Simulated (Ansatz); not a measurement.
# B started on a N site next to N started in the widest void in zincblende BN, 65 atoms, charge 0

All numbers come from Ansatz (PAW, plane waves, no spin–orbit coupling) at the single k point (¼, ¼, ¼) without its symmetry partners. The atoms were relaxed with PBEsol in a fixed cell; other functionals are single points on those atoms unless said otherwise. The valence top and gap of the host come from its small cell on a dense mesh, with the band extrema sought between the mesh points, lined up by the mean potential, PBEsol gap 4.30 eV, HSE06 gap 5.80 eV.

Relaxed structure:

```xyz
65
Lattice="7.2116 0.0000 0.0000 0.0000 7.2116 0.0000 0.0000 0.0000 7.2116" Properties=species:S:1:pos:R:3 pbc="T T T"
B     0.0012    7.2106    7.1725
B     7.2103    7.2081    3.5728
B     0.0341    3.5970    7.2022
B     7.2108    3.6074    3.5722
B     3.5992    0.0318    7.2021
B     3.6096    7.2086    3.5722
B     3.5891    3.5870    7.2090
B     3.5486    3.5460    3.3727
B     4.5019    4.4995    5.0707
B     1.7990    1.7968    7.1735
B     1.8047    1.8025    3.5737
B     1.7628    5.4108    7.2054
B     1.7996    5.4022    3.5724
B     5.4130    1.7605    7.2054
B     5.4044    1.7975    3.5725
B     5.4227    5.4206    7.2066
B     5.4726    5.4699    3.3596
B     1.7965    0.0028    1.7771
B     1.7915    0.0063    5.3700
B     1.7690    3.5985    1.7480
B     1.8016    3.6138    5.3820
B     5.4118    0.0306    1.7453
B     5.3982    7.2074    5.3777
B     5.4282    3.5837    1.7380
B     5.5319    3.4652    5.5860
B     0.0050    1.7943    1.7772
B     0.0086    1.7892    5.3700
B     0.0329    5.4096    1.7452
B     7.2097    5.3960    5.3778
B     3.6007    1.7667    1.7479
B     3.6160    1.7993    5.3820
B     3.5858    5.4260    1.7381
B     3.4674    5.5294    5.5860
N     0.9024    0.9003    0.8709
N     0.9043    0.9020    4.4754
N     0.9015    4.5071    0.8735
N     0.9021    4.5062    4.4777
N     4.5092    0.8992    0.8735
N     4.5085    0.8998    4.4777
N     4.5085    4.5064    0.8693
N     2.6904    2.6882    0.8751
N     2.7368    2.7345    4.4688
N     2.6872    6.3277    0.8676
N     2.6946    6.3177    4.4901
N     6.3299    2.6850    0.8677
N     6.3200    2.6923    4.4903
N     6.3254    6.3232    0.8729
N     6.2870    6.2848    4.4622
N     2.7009    0.8981    2.6790
N     2.6994    0.9089    6.2747
N     2.6377    4.5048    2.5992
N     2.6316    4.5093    6.3603
N     6.3170    0.9036    2.6775
N     6.3169    0.8900    6.2742
N     6.3820    4.5075    2.5956
N     6.3774    4.5054    6.3513
N     0.9002    2.6987    2.6791
N     0.9111    2.6972    6.2747
N     0.9058    6.3148    2.6774
N     0.8922    6.3147    6.2742
N     4.5069    2.6355    2.5992
N     4.5114    2.6295    6.3603
N     4.5096    6.3798    2.5955
N     4.5075    6.3752    6.3513
N     4.5164    4.5141    3.7903
```

Chemical potentials μ are those of reference phases of the elements at zero temperature by the same functional (the usual solids, diamond for C, grey Sn, and the molecules H2, N2, O2, F2, Cl2, Br2 and S8).

```
functional  E(defect) − E(host) − Σ nμ + q·E_VBM (eV)  monopole (eV)  alignment (eV)  formation energy at E_F = VBM (eV)  moment (μB)            wall time, shared host
    PBEsol                                      10.96           0.00            0.00                               10.96          1.0  24 s on NVIDIA H100 (relaxation)
     HSE06                                      11.30           0.00            0.00                               11.30          1.0               26 s on NVIDIA H100
```

HSE06 one-electron levels near the gap (the ten most localised at most), from the host's valence top:

```
level (eV)  spin  filling  atoms sharing it  element of the atom with most weight
     -0.22    up     1.00              44.8                                spread
      0.11  down     1.00              26.5                                spread
      0.58    up     1.00              11.3                                     B
      0.97  down     1.00               9.4                                     B
      2.47    up     1.00               6.9                                     N
      4.96  down     0.00               5.5                                     N
```

All elements are taken at their own reference at once; growth conditions in equilibrium with the host shift these energies, by up to the host's formation enthalpy.

One k point and a cell of this size can leave errors of several tenths of an eV in such numbers.
